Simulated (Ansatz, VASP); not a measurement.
# SiC: VASP beside Ansatz

```xyz
2
Lattice="2.1707 2.1707 0.0000 -2.1707 2.1707 0.0000 0.0000 2.1707 2.1707" Properties=species:S:1:pos:R:3 pbc="T T T"
Si    0.0000    0.0000    0.0000
C     1.0854    3.2561    1.0854
```

Alike in both runs: functional LDA; k mesh 10 × 10 × 10; no spin polarisation.

Ansatz relaxed the structure, and its values are those at the end. VASP's run is a single point on that final structure, the one shown.

|  | VASP | Ansatz |
| --- | --- | --- |
| version | VASP 6.6.1 | Ansatz 0.2.0 |
| potentials or method | VASP PAW LDA potentials, release 64 (Si, C) | PAW with Ansatz's default frozen-core files, scalar-relativistic |
| plane-wave cutoff (eV) | 520 | 420 |
| occupations | gaussian, width 0.01 eV | fixed |
| valence electrons in the cell | 8 | 8 |

VASP gave:

| Item | Value |
| --- | --- |
| gap on the k mesh at the Fermi level (eV) | 1.29 |
| pressure (GPa) | -1.5 |

Task: Estimate Ansatz's values.

Result: gap on the k mesh at the Fermi level (eV): 1.31; pressure (GPa): -2.0.

A k mesh can miss the band edges.
